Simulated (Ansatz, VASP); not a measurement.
# MgS: VASP beside Ansatz

Contents of INCAR:

```
SYSTEM = MgS
PREC = Accurate
ENCUT = 600
EDIFF = 1E-6
ISMEAR = 0
SIGMA = 0.02
LREAL = .FALSE.
LASPH = .TRUE.
NELM = 80
ALGO = Normal
ISIF = 3
LWAVE = .FALSE.
LCHARG = .FALSE.
GGA = PE
IVDW = 12
IBRION = 2
NSW = 70
EDIFFG = -0.005
```

The input KPOINTS:

```
Automatic mesh
0
G
  6 6 4
  0 0 0
```

File POSCAR:

```
MgS
1.0
    4.0546560487      0.0000000000      0.0000000000
   -2.0273280244      3.5114351418      0.0000000000
    0.0000000000      0.0000000000      6.4907642878
Mg S
2 2
Direct
    0.6666666667      0.3333333333      0.4970164499
    0.3333333333      0.6666666667      0.9970164499
    0.3333333333      0.6666666667      0.3779825501
    0.6666666667      0.3333333333      0.8779825501
```

Input for Ansatz:

```yaml
crystal:
  lattice:
    - [4.0546560487, 0.0, 0.0]
    - [-2.0273280244, 3.5114351418, 0.0]
    - [0.0, 0.0, 6.4907642878]
  atoms:
    - { symbol: Mg, position: [0.6666666667, 0.3333333333, 0.4970164499] }
    - { symbol: Mg, position: [0.3333333333, 0.6666666667, 0.9970164499] }
    - { symbol: S, position: [0.3333333333, 0.6666666667, 0.3779825501] }
    - { symbol: S, position: [0.6666666667, 0.3333333333, 0.8779825501] }
basis:
  ecutwfc: 420
kpoints:
  mp_grid: { grid: [6, 6, 4] }
hamiltonian:
  xc: pbe
  dispersion: d3bj
scf:
  occupations: { method: gaussian, width: 0.02 }
output:
  forces: true
  stress: true
  eigenvalues: true
relax:
  adjacent_minimum: "off"
  f_tol: 0.005
  max_steps: 50
  cell: { stress_tol: 0.05 }
```

Alike in both runs: task relaxation of cell and atoms; functional PBE; dispersion D3(BJ); k mesh 6 × 6 × 4; occupations gaussian, width 0.02 eV; no spin polarisation.

```csv
,VASP,Ansatz
version,VASP 6.6.1,Ansatz 0.2.0
potentials or method,"VASP PAW PBE potentials, release 64 (Mg, S)","scalar-relativistic, plane waves, PAW"
plane-wave cutoff (eV),600,420
valence electrons in the cell,16,32
```

VASP gave:

```
gap on the k mesh at the Fermi level, each at its own relaxed structure (eV) : 3.57
relaxed volume (Å³/atom)                                                     : 22.22
relaxed cell length with the largest relative difference (Å)                 : 4.002
energy change over the relaxation (meV/atom)                                 : -6
```

Problem. Estimate Ansatz's values.

Solution. gap on the k mesh at the Fermi level, each at its own relaxed structure (eV): 3.56; relaxed volume (Å³/atom): 22.25; relaxed cell length with the largest relative difference (Å): 4.006; energy change over the relaxation (meV/atom): -6.

The two sets of potentials don't hold the same shells in valence.
